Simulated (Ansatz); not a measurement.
# Y2COF MXene monolayer in a perpendicular field, part 2 of 2

Wanted: the out-of-plane response of the Y2COF MXene monolayer. A positive field points along +c.

Ansatz 0.2.0; plane-wave DFT, PBE-D3(BJ), Ansatz PAW.

So far. Step 2 (Relaxation): The lattice constant a goes from 3.478 to 3.538 Å.

## (3) Single point, field 0

A sawtooth potential applies the field, turning back in the middle of the vacuum. With the dipole correction the typed value is the field outside the slab. The induced dipole is small, so the SCF threshold is tight.

The cell differs from the one that the last finished run ended in (c 41.184 → 23.034 Å).

File input.yaml:

```yaml
crystal:
  lattice:
    - [3.5379682904, 0.0, 0.0]
    - [-1.7689841452, 3.0639704172, 0.0]
    - [0.0, 0.0, 23.0344191169]
  atoms:
    - { symbol: F, position: [0.3333333333, 0.6666666667, 0.3907196424], spin: 0.01 }
    - { symbol: "Y", position: [0.6666666667, 0.3333333333, 0.4430265633], spin: 0.06 }
    - { symbol: C, position: [0.0, 0.0, 0.4988705893], spin: 0.63 }
    - { symbol: "Y", position: [0.3333333333, 0.6666666667, 0.5779912992] }
    - { symbol: O, position: [0.6666666667, 0.3333333333, 0.6092803576], spin: 0.04 }
magnetization:
  spin_polarized: true
kpoints:
  mp_grid: { grid: [18, 18, 1] }
  band_path:
    path: [[0, 0, 0], [0.5, 0, 0], [0.33333333, 0.33333333, 0], [0, 0, 0]]
    npoints: 16
hamiltonian:
  xc: pbe
  dispersion: d3bj
scf:
  occupations: { method: fermi_dirac, width: 0.02585 }
  convergence: { dr2_threshold: 1.0e-10 }
efield:
  axis: 3
  dipole_correction: true
  ramp_position: 0.97
  ramp_width: 0.06
  amplitude: 0
output:
  dos: { projected: true, e_range: [-6, 5] }
  write_potential: true
  write_density: true
  volumetric_format: npy
  elf: true
```

The run is started by

```
ansatz run input.yaml --threads 2 --pin off --max-ram 3072MiB --backend cpu --events-out ev --progress --plain --runs-dir out
```

Numbers of over 12 decimals in the logs are rounded to 6 here.

The program printed:

```text
[...]
Crystal: 5 atoms, lattice volume = 249.698 Å³
Basis set: ecut = 420 eV, 4859 PW (Γ)
Bands: 25, of which v1, the nominal top of the filled ones, is band 20 counted from 1 (19 counted from 0)
Symmetry: 6 space group operations
k-points: 37 of 324 (time reversal used)
[...]
Starting moments: Σ|m| = 0.74 μB on 4 of 5 sites
[...]
SCF iter   1: F=—  HF=-9321.672706 eV  |F-HF|=—  |Δ(HF+E_count)|=         —  Δρ=2.67e-2 (↑2.67e-2 ↓2.47e-2)  dr2=9.76e0  dr2_m=2.87e-2  M=0.861 μB ∫|m|=0.872 μB  β_m=1.00  ethr=3.10e-3  p=-0.000 e·Å  D=-6.44e-7 V/Å  ΔV_dip=0.00 eV  dr2_dipole=1.03e-1  V_vac-E_F(+/−)=8.06/8.06 eV  ⟨swp⟩=7.5  Hψ=10135  notcnv=0
[...]
efield: sawtooth ramp at fractional position 0.9700 (set: `efield.ramp_position`, or a place that a band, a saddle search or an elastic batch's reference lends), width 0.0600; the density the first Hamiltonian is built on has a dipole p = -0.000 e·Å; the dipole correction subtracts the counter field D = -6.44e-7 V/Å, which shifts the + side's vacuum level by +0.00 eV against the − side's; the planar-averaged density in the ramp window peaks in size at 1.4e-6 e/Å³
[...]
SCF iter   2: F=—  HF=-9326.474816 eV  |F-HF|=—  |Δ(HF+E_count)|=    4.80e0  Δρ=1.19e-2 (↑1.19e-2 ↓1.09e-2)  dr2=2.58e0  dr2_m=7.85e-3  M=0.998 μB ∫|m|=1.025 μB  β_m=0.43  ethr=3.10e-3  p=0.005 e·Å  D=3.48e-3 V/Å  ΔV_dip=-0.08 eV  dr2_dipole=8.19e-2  V_vac-E_F(+/−)=6.60/6.68 eV  ⟨swp⟩=3.0  Hψ=4301  notcnv=0  defer=74
density mixer auto → msr1: a metal under ldos (density of states about μ 0.80 of a free-electron gas's, 14 screened modes)
SCF iter   3: F=—  HF=-9329.766503 eV  |F-HF|=—  |Δ(HF+E_count)|=    3.29e0  Δρ=6.55e-3 (↑6.55e-3 ↓5.32e-3)  dr2=2.55e-1  dr2_m=4.48e-3  M=1.000 μB ∫|m|=1.044 μB  β_m=0.55  ethr=3.10e-3  p=-0.026 e·Å  D=-1.88e-2 V/Å  ΔV_dip=0.43 eV  dr2_dipole=1.75e-2  V_vac-E_F(+/−)=5.63/5.20 eV  ⟨swp⟩=3.8  Hψ=3464  notcnv=0  defer=74
[...]
SCF iter  14: F=-9329.922677 eV  HF=-9329.922677 eV  |F-HF|=1.82e-11  |Δ(HF+E_count)|=  3.82e-11  Δρ=2.57e-8 (↑2.57e-8 ↓1.78e-8)  dr2=3.89e-12  dr2_m=3.00e-13  M=1.000 μB ∫|m|=1.033 μB  ethr=1.00e-12  p=-0.064 e·Å  D=-4.67e-2 V/Å  ΔV_dip=1.08 eV  dr2_dipole=6.97e-15  V_vac-E_F(+/−)=5.61/4.54 eV  ⟨swp⟩=11.9  Hψ=8874  notcnv=0
SCF 1 converged in 14 iterations: F = -9329.922677 eV  dr2 = 3.89e-12
[...]
NSCF: frozen V_eff on 49 k-points
efield: sawtooth ramp at fractional position 0.9700 (kept from the solve that this one continues, or follows in the run), width 0.0600; the density the first Hamiltonian is built on has a dipole p = -0.064 e·Å; the dipole correction subtracts the counter field D = -4.67e-2 V/Å, which shifts the + side's vacuum level by +1.08 eV against the − side's; the planar-averaged density in the ramp window peaks in size at 1.3e-6 e/Å³
SCF converged after 14 iterations
Magnetization: 1.0000 μB (20.0000 up, 19.0000 down)
Absolute magnetization: 1.0334 μB (∫|ρ↑−ρ↓|, with the PAW one-centre terms)
[...]
Per-site moments (μB) at R_I (Å): [(0.010104, 0.978251), (0.061497, 0.978251), (0.628257, 0.995747), (0.0047206, 0.893503), (0.043920, 0.893503)]
Free energy (F): -9329.922677 eV
[...]
Internal energy: -9329.919622 eV  (E = F + TS)
E sigma→0 (E₀):  -9329.921149 eV
Entropy (-TS):   -0.003056 eV (-0.611 meV/atom)
Fermi energy:    -0.658601 eV
Dipole field:    D = -0.046694 V/Å  (p = -0.064435 e·Å, saw-weighted, corrected)
Work function:   Φ+ = 5.6146 eV   Φ− = 4.5391 eV
Levels:          The Fermi level and band energies are counted from a zero that moves with the ramp; work functions are not
[...]
--- Band table (eV; the first three rows and the last of 74) ---
  k-point 0 ↑: bands = [... 16 lower, -3.4301, -1.7604, -0.9397, -0.9397, 2.4108, 3.1808, 3.1808, 3.3391, ... 1 higher]
  k-point 1 ↑: bands = [... 16 lower, -3.3923, -1.7356, -1.0182, -0.9557, 2.4453, 3.1398, 3.2241, 3.3698, ... 1 higher]
  k-point 2 ↑: bands = [... 16 lower, -3.3116, -1.7091, -1.1847, -0.9996, 2.4877, 3.0983, 3.3521, 3.4097, ... 1 higher]
  k-point 36 ↓: bands = [... 16 lower, -2.8479, -1.8818, -1.1988, -0.7664, 2.9178, 3.7073, 4.0620, 4.2276, ... 1 higher]
```

Elapsed: 25 s, on 2 threads of Intel Xeon 6975P-C (Granite Rapids), shared host; peak memory 0.88 GiB; 48 s of CPU time.

This step gave:

- energy at zero smearing: -9329.9211 eV
- total moment: 1.0000 μB
- site moments: 0.01010, 0.06150, 0.6283, 0.004721, 0.04392 μB
- work function, upper face: 5.615 eV
- work function, lower face: 4.539 eV
- dipole along the normal: -0.06443 e·Å
- step between the vacuum levels: 1.075 eV

Running mean over a fixed 2.7 Å (it still follows the layers) of the planar mean; the ramp of the sawtooth is left out. Electron's electrostatic potential energy less the Fermi level against z:

z (Å), electron's electrostatic potential energy less the Fermi level (eV) and a bar from the least value:
```
        4       4.54 ############################
        5       4.54 ############################
        6       4.53 ############################
        7       4.37 ###########################
        8       1.66 #####################
        9      -3.81 #########
       10      -7.73 
       11      -6.65 ##
       12      -5.24 ######
       13      -6.70 ##
       14      -5.05 ######
       15       0.78 ###################
       16       5.24 #############################
       17       5.60 ##############################
       18       5.61 ##############################
       19       5.61 ##############################
       20       5.61 ##############################
```

The density of states has structure finer than the step of the table below, so its rows give means over 0.2 eV, whole bins alone (the curve runs from -6 to 1.99 eV). Peaks (eV: height): total -5.89: 12.5, -5.59: 27.6, -5.39: 16.7, -3.05: 8.07, -1.23: 8.97, -0.71: 8.37, -0.60: 14.8; up -5.92: 7.45, -5.61: 16.2, -5.39: 9.96, -3.11: 5.50, -1.84: 5.14, -1.70: 5.66, -0.60: 14.8; down -5.89: 7.98, -5.59: 19.6, -5.37: 11.0, -3.05: 5.91, -1.23: 8.59, -0.71: 4.93, -0.51: 5.85.

Density of states against energy, zero at the Fermi level; means over each step; values in states/eV a cell:

| energy (eV) | total | up | down |
| --- | --- | --- | --- |
| -5.8 | 6.43 | 2.76 | 3.67 |
| -5.6 | 11.4 | 5.88 | 5.55 |
| -5.4 | 7.85 | 3.65 | 4.20 |
| -5.2 | 0 | 0 | 0 |
| -5.0 | 0 | 0 | 0 |
| -4.8 | 0 | 0 | 0 |
| -4.6 | 0 | 0 | 0 |
| -4.4 | 0 | 0 | 0 |
| -4.2 | 0 | 0 | 0 |
| -4.0 | 0 | 0 | 0 |
| -3.8 | 0 | 0 | 0 |
| -3.6 | 0 | 0 | 0 |
| -3.4 | 0.0992 | 0.0992 | 0 |
| -3.2 | 3.27 | 2.50 | 0.768 |
| -3.0 | 4.93 | 1.90 | 3.04 |
| -2.8 | 2.65 | 1.32 | 1.33 |
| -2.6 | 3.62 | 1.88 | 1.73 |
| -2.4 | 4.60 | 2.50 | 2.10 |
| -2.2 | 6.49 | 3.60 | 2.89 |
| -2.0 | 3.37 | 1.08 | 2.29 |
| -1.8 | 3.21 | 2.29 | 0.923 |
| -1.6 | 1.36 | 1.36 | 0 |
| -1.4 | 0.481 | 0.481 | 0 |
| -1.2 | 3.21 | 0.421 | 2.79 |
| -1.0 | 1.32 | 0.301 | 1.01 |
| -0.8 | 4.99 | 3.55 | 1.44 |
| -0.6 | 6.54 | 5.51 | 1.03 |
| -0.4 | 3.30 | 1.14 | 2.16 |
| -0.2 | 1.31 | 0.0720 | 1.24 |
| 0.0 | 1.40 | 0 | 1.40 |
| 0.2 | 1.58 | 0 | 1.58 |
| 0.4 | 1.92 | 0 | 1.92 |
| 0.6 | 0.749 | 0 | 0.749 |
| 0.8 | 0 | 0 | 0 |

Projected DOS per atom over height of the atomic layer and energy from the Fermi level. Layers: F Y C Y O from below.

Values in states/eV, 22 rows by 5 columns, each cell a mean:
```
0.0 0.0 0.0 0.0 0.0
0.0 0.0 0.0 0.0 0.0
0.0 0.0 0.0 0.0 0.0
0.0 0.1 0.2 0.0 0.0
0.0 0.4 1.1 0.1 0.1
0.0 0.2 0.8 0.1 0.1
0.1 0.6 2.0 0.3 0.3
0.1 0.9 3.1 0.4 0.6
0.1 0.6 1.1 0.2 0.2
0.0 0.1 0.3 0.1 0.1
0.0 0.3 0.8 0.3 1.5
0.0 0.1 0.5 0.9 3.9
0.0 0.1 0.2 0.8 2.8
0.0 0.1 0.3 0.9 2.5
0.0 0.1 0.2 0.5 1.2
0.0 0.0 0.0 0.0 0.0
0.0 0.0 0.0 0.0 0.0
0.0 0.0 0.0 0.0 0.0
0.0 0.0 0.0 0.0 0.0
0.0 0.0 0.0 0.0 0.0
9.2 0.6 0.2 0.0 0.0
5.6 0.7 0.1 0.0 0.0
```
Columns: height of the atomic layer (Å) from 9 to 14.0 (not evenly spaced); rows upwards: energy from the Fermi level (eV) from -5.96 to 1.96.

Projected DOS per atom, spin up over height of the atomic layer and energy from the Fermi level. Layers: F Y C Y O from below.

Ten even steps from '0' (0.00 states/eV) to '9' (4.41 states/eV), each cell a mean:
```
00000
00000
00000
00000
00000
00000
00100
01501
00000
00000
00101
00014
00003
00002
00001
00000
00000
00000
00000
00000
90000
60000
```
Columns: height of the atomic layer (Å) from 9 to 14.0 (not evenly spaced); rows upwards: energy from the Fermi level (eV) from -5.96 to 1.96.

Projected DOS per atom, spin down over height of the atomic layer and energy from the Fermi level. Layers: F Y C Y O from below.

Values in states/eV, 22 rows by 5 columns, each cell a mean:
```
0.00 0.00 0.00 0.00 0.00
0.00 0.00 0.00 0.00 0.00
0.00 0.00 0.00 0.00 0.00
0.01 0.08 0.18 0.01 0.01
0.03 0.42 1.11 0.11 0.06
0.03 0.23 0.80 0.10 0.14
0.04 0.33 1.15 0.20 0.18
0.03 0.25 0.51 0.09 0.10
0.06 0.55 0.93 0.20 0.19
0.00 0.00 0.00 0.00 0.00
0.00 0.03 0.08 0.13 0.90
0.00 0.04 0.09 0.43 1.96
0.01 0.03 0.06 0.38 1.35
0.01 0.04 0.11 0.53 1.41
0.00 0.01 0.04 0.17 0.39
0.00 0.00 0.00 0.00 0.00
0.00 0.00 0.00 0.00 0.00
0.00 0.00 0.00 0.00 0.00
0.00 0.00 0.00 0.00 0.00
0.00 0.00 0.00 0.00 0.00
4.79 0.31 0.10 0.02 0.00
2.61 0.31 0.05 0.01 0.00
```
Columns: height of the atomic layer (Å) from 9 to 14.0 (not evenly spaced); rows upwards: energy from the Fermi level (eV) from -5.96 to 1.96.

Deep bands are left out, so band numbers here count from the lowest band kept and differ from the log's. Electronic bands along the path, in eV, zero at the Fermi level; # counts the bands kept:

| point | up #6 | up #7 | up #8 | up #9 | down #7 | down #8 | down #9 | down #10 |
| --- | --- | --- | --- | --- | --- | --- | --- | --- |
| Γ | -2.77 | -1.10 | -0.28 | -0.28 | -2.67 | -0.87 | 0.67 | 0.67 |
| halfway | -2.40 | -1.48 | -0.58 | -0.49 | -2.27 | -0.84 | -0.22 | 0.48 |
| M | -2.02 | -1.69 | -0.82 | -0.59 | -1.76 | -1.24 | -0.54 | 0.39 |
| halfway | -2.04 | -1.85 | -0.87 | -0.67 | -1.89 | -1.23 | -0.52 | 0.11 |
| K | -2.34 | -1.82 | -0.86 | -0.82 | -2.19 | -1.22 | -0.54 | -0.11 |
| halfway | -2.28 | -1.56 | -0.68 | -0.55 | -2.14 | -0.91 | -0.21 | 0.22 |
| Γ | -2.77 | -1.10 | -0.28 | -0.28 | -2.67 | -0.87 | 0.67 | 0.67 |

Spin density in the ca plane at fractional y = 0.333, with atoms of Y and O within 0.2 Å of it.

Ten even steps from '0' (-0.001 e/Å³) to '9' (0.069 e/Å³), each cell a mean:
```
00000000000000000000001112443200000000000000
00000000000000000000002311111000012210000000
00000000000000000000000121000000169930000000
00000000000000000000002321000000045620000000
00000000000000000000002212332100001100000000
00000000000000000000000012564210000000000000
00000000000000000000000013697410000000000000
00000000000000000000000013798410000000000000
00000000000000000000000013676310000000000000
```
Columns run along c (16.0 Å, from fractional 0.07 to 0.76 of the cell), rows up along a (3.5 Å). Atoms in or near the plane, at fractional coordinates: Y at (0.44, 0.67), O at (0.61, 0.67).

Electrostatic potential energy in the ca plane at fractional y = 0.333, with atoms of Y and O within 0.2 Å of it. With pseudopotentials it is smooth inside the atoms' cores, unlike the true potential.

Ten even steps from '0' (-45 eV) to '9' (5 eV), each cell a mean:
```
99999999999999999999886445789998888999999999
99999999999999999999861001589999952489999999
99999999999999999998750000379999820059999999
99999999999999999998850000479999930169999999
99999999999999999999874113689999986799999999
99999999999999999999987667899988888999999999
99999999999999999999998889999987678899999999
99999999999999999999999899999987667899999999
99999999999999999999988888899988778999999999
```
Columns run along c (16.0 Å, from fractional 0.07 to 0.76 of the cell; values clipped at the 3rd and 97th percentile), rows up along a (3.5 Å). Atoms in or near the plane, at fractional coordinates: Y at (0.44, 0.67), O at (0.61, 0.67).

ELF in the ca plane at fractional y = 0.333, with atoms of Y and O within 0.2 Å of it. It is the smooth field of the valence electrons, not physical close to the nuclei.

Ten even steps from '0' (0.00) to '9' (0.86), each cell a mean:
```
00000000000000000015763134201257764200000000
00000000000000000169998311113799986310000000
00000000000000000389679510116874896310000000
00000000000000000289889401115887996310000000
00000000000000000048996212102589975210000000
00000000000000012101321355200123442100000000
00000000000000134420025787312320000000000000
00000000000000135531136887313530000000000000
00000000000000123310112576311211221000000000
```
Columns run along c (16.0 Å, from fractional 0.12 to 0.82 of the cell), rows up along a (3.5 Å). Atoms in or near the plane, at fractional coordinates: Y at (0.44, 0.67), O at (0.61, 0.67).

The work function of the upper face is 5.61 eV.

## (4) Single point, field 0.1 V/Å

input.yaml, as its differences from that of step 3:

```diff
@@ -29,5 +29,4 @@
   ramp_width: 0.06
-  amplitude: 0
+  amplitude: 0.1
 output:
-  dos: { projected: true, e_range: [-6, 5] }
   write_potential: true
@@ -35,2 +34 @@
   volumetric_format: npy
-  elf: true
```

The program printed:

```text
[...]
Crystal: 5 atoms, lattice volume = 249.698 Å³
Basis set: ecut = 420 eV, 4859 PW (Γ)
Bands: 25, of which v1, the nominal top of the filled ones, is band 20 counted from 1 (19 counted from 0)
Symmetry: 6 space group operations
k-points: 37 of 324 (time reversal used)
[...]
Starting moments: Σ|m| = 0.74 μB on 4 of 5 sites
[...]
k-point 1 ↑: bands = [... 16 lower, -3.3471, -1.7158, -1.0055, -0.9427, 2.3427, 3.1364, 3.2297, 3.3700, ... 1 higher]
  k-point 2 ↑: bands = [... 16 lower, -3.2648, -1.6898, -1.1716, -0.9862, 2.4119, 3.0606, 3.3578, 3.4063, ... 1 higher]
  k-point 36 ↓: bands = [... 16 lower, -2.8017, -1.8648, -1.1832, -0.7429, 2.9261, 3.6996, 4.0696, 4.2550, ... 1 higher]
[key lines of the parts left out:]
SCF converged after 13 iterations
Magnetization: 1.0000 μB (20.0000 up, 19.0000 down)
Free energy (F): -9329.917889 eV
Fermi energy:    -0.639901 eV
Dipole field:    D = -0.022693 V/Å  (p = -0.031315 e·Å, saw-weighted, corrected)
```

Elapsed: 24 s, on 2 threads; peak memory 0.89 GiB.

The dipole is -0.0313 e·Å, 0.0331 e·Å from its value without field.

## (5) Atoms held, field -0.1 V/Å

input.yaml, as its differences from that of step 4:

```diff
@@ -29,3 +29,3 @@
   ramp_width: 0.06
-  amplitude: 0.1
+  amplitude: -0.1
 output:
```

The program printed:

```text
[...]
Crystal: 5 atoms, lattice volume = 249.698 Å³
Basis set: ecut = 420 eV, 4859 PW (Γ)
Bands: 25, of which v1, the nominal top of the filled ones, is band 20 counted from 1 (19 counted from 0)
Symmetry: 6 space group operations
k-points: 37 of 324 (time reversal used)
[...]
Starting moments: Σ|m| = 0.74 μB on 4 of 5 sites
[...]
k-point 1 ↑: bands = [... 16 lower, -3.4390, -1.7559, -1.0315, -0.9694, 2.5332, 3.1382, 3.2178, 3.3419, ... 1 higher]
  k-point 2 ↑: bands = [... 16 lower, -3.3597, -1.7289, -1.1984, -1.0136, 2.5465, 3.1278, 3.3457, 3.4071, ... 1 higher]
  k-point 36 ↓: bands = [... 16 lower, -2.8954, -1.8993, -1.2150, -0.7905, 2.9081, 3.7138, 4.0530, 4.2000, ... 1 higher]
[key lines of the parts left out:]
SCF converged after 13 iterations
Magnetization: 1.0000 μB (20.0000 up, 19.0000 down)
Free energy (F): -9329.930775 eV
Fermi energy:    -0.677921 eV
Dipole field:    D = -0.070676 V/Å  (p = -0.097527 e·Å, saw-weighted, corrected)
```

The job ended after 25 s (2 threads; peak memory 0.89 GiB; 48 s of CPU time).

The dipole is -0.0975 e·Å, -0.0331 e·Å from its value without field.

## (6) Response, atoms held

This step: plane-wave DFT, PBE-D3(BJ), Ansatz PAW; response to a field along the normal, atoms held (Ansatz 0.2.0).

The dipoles give the slope, and the difference of two potentials shows where the field is screened.

This step gave:

- equivalent conductor thickness p/(ε₀AE): 5.526 Å
- distance between the outer atoms: 5.034 Å

Table of dipole of the cell by applied field:

| applied field (V/Å) | dipole of the cell (e·Å) |
| --- | --- |
| -0.1000 | -0.0975 |
| 0.0000 | -0.0644 |
| 0.1000 | -0.0313 |

The total moment stays at 1.000 μB for applied field from -0.1 to 0.1 V/Å.

Local field over the applied field, running mean. From the potentials at -0.1 and 0.1 V/Å; running mean over 2.5 Å. Local field over applied field against z:

| z (Å) | local field over applied field |
| --- | --- |
| 4.03 | 1.000 |
| 4.46 | 1.000 |
| 4.89 | 1.000 |
| 5.18 | 0.999 |
| 5.61 | 0.997 |
| 6.05 | 0.993 |
| 6.48 | 0.981 |
| 6.91 | 0.952 |
| 7.20 | 0.916 |
| 7.63 | 0.835 |
| 8.06 | 0.735 |
| 8.49 | 0.619 |
| 8.93 | 0.495 |
| 9.36 | 0.369 |
| 9.65 | 0.294 |
| 10.08 | 0.208 |
| 10.51 | 0.145 |
| 10.94 | 0.104 |
| 11.37 | 0.0898 |
| 11.66 | 0.0938 |
| 12.09 | 0.105 |
| 12.53 | 0.115 |
| 12.96 | 0.139 |
| 13.39 | 0.183 |
| 13.68 | 0.227 |
| 14.11 | 0.320 |
| 14.54 | 0.445 |
| 14.97 | 0.589 |
| 15.40 | 0.726 |
| 15.84 | 0.845 |
| 16.12 | 0.904 |
| 16.56 | 0.958 |
| 16.99 | 0.983 |
| 17.42 | 0.993 |
| 17.85 | 0.998 |
| 18.14 | 0.999 |
| 18.57 | 1.000 |
| 19.00 | 1.000 |

The induced electron density oscillates, so the rows of the table below give means over windows of 0.5 Å about each position, cut where the curve ends. Its maxima inside the range that stand out by 2 % of the span (Å: e/Å³ per V/Å): 8.35: 0.00281, 9.21: 0.00184, 10.22: 0.00150, 11.52: 1.7e-4, 13.10: 8.5e-4, 14.11: -0.00115. Its minima: 8.78: 0.00111, 9.65: 8.5e-4, 11.23: -2.7e-4, 12.24: -0.00124, 13.82: -0.00152, 14.68: -0.00342.

Electrons, planar mean, per unit field. Induced electron density against z; means over each step:

| z (Å) | induced electron density (e/Å³ per V/Å) |
| --- | --- |
| 4.5 | 8.4e-7 |
| 5.0 | 2.7e-6 |
| 5.5 | 8.3e-6 |
| 6.0 | 2.8e-5 |
| 6.5 | 8.8e-5 |
| 7.0 | 2.8e-4 |
| 7.5 | 8.2e-4 |
| 8.0 | 0.00197 |
| 8.5 | 0.00232 |
| 9.0 | 0.00151 |
| 9.5 | 0.00109 |
| 10.0 | 0.00129 |
| 10.5 | 9.8e-4 |
| 11.0 | 3.2e-5 |
| 11.5 | 1.2e-5 |
| 12.0 | -7.4e-4 |
| 12.5 | -6.5e-4 |
| 13.0 | 6.6e-4 |
| 13.5 | -1.4e-4 |
| 14.0 | -0.00134 |
| 14.5 | -0.00268 |
| 15.0 | -0.00296 |
| 15.5 | -0.00158 |
| 16.0 | -6.6e-4 |
| 16.5 | -2.4e-4 |
| 17.0 | -8.0e-5 |
| 17.5 | -2.5e-5 |
| 18.0 | -7.4e-6 |
| 18.5 | -2.1e-6 |
| 19.0 | -8.0e-7 |

By hand: between -0.1 and 0.1 V/Å the dipole changes by 0.06621 e·Å, a slope of 0.3311 e·Å²/V. A perfect conductor of thickness t has p = ε₀AEt, so t = 180.95 × 0.3311 / 10.840 = 5.53 Å (e/ε₀ = 180.95 V·Å, A in Å²).

The induced dipole is that of a conductor 5.53 Å thick.

## (7) Summary of results

```json
{
  "gap without field": "none",
  "work function, upper face": "5.61 eV",
  "step between the vacuum levels": "1.08 eV",
  "equivalent conductor thickness, atoms held": "5.53 Å"
}
```

The induced dipole equals that of a perfect conductor 5.53 Å thick, while the outer atoms lie 5.03 Å apart. The two faces differ: the vacuum level above lies 1.08 eV higher than the one below. There is no gap over 0.03 eV, with or without the field. For an open d or f shell that can be the fault of a semilocal functional without a Hubbard term. The magnetic order is the one reached from the typed start; other orders were not compared. Spin-orbit coupling is left out. The MXene's terminations sit over the metal atoms of its far layer; the site over carbon or nitrogen, which some compounds prefer, was not run.

[Logs are printed without paths, hosts, clocks, repeated set-up lines and the standing remarks that a program may print on its own settings, such as how far it seeks lower states.]

[Hosts, paths, dates, database ids (printed as entryN), source tags and the programs' standing remarks are cut or masked in the printed files.]

[Maps of the electrostatic potential energy from Ansatz leave out the sawtooth potential of an applied field or a dipole correction, so their vacuum need not be flat; planar profiles and work functions include it.]

[The density of states shown here was stored with 400 of the rows of the run's finer table, so its peaks can read low, often by over a quarter, or be missed, and its means over a window can be off by a tenth or more.]
